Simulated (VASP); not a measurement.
## SnSe₂ (1T (CdI2) bulk): gaps by functional in VASP

```xyz
3
Lattice="3.8251 0.0000 0.0000 -1.9126 3.3127 0.0000 0.0000 0.0000 6.2271" Properties=species:S:1:pos:R:3 pbc="T T T"
Sn    0.0000    0.0000    0.0000
Se    0.0000    2.2085    1.5759
Se    1.9126    1.1042    4.6511
```

All runs share this cell. Band v is the last that the valence electrons fill when counted band by band, and c is the next. A negative gap between them is a band overlap, as in a metal.

Task: Rank these levels of theory by the band gap that they give, smallest first.
A. PBE
B. LDA
C. r²SCAN
D. PBEsol
E. PBE with spin–orbit coupling

Result: B (0.54 eV), D (0.59 eV), E (0.64 eV), A (0.66 eV), C (0.96 eV).
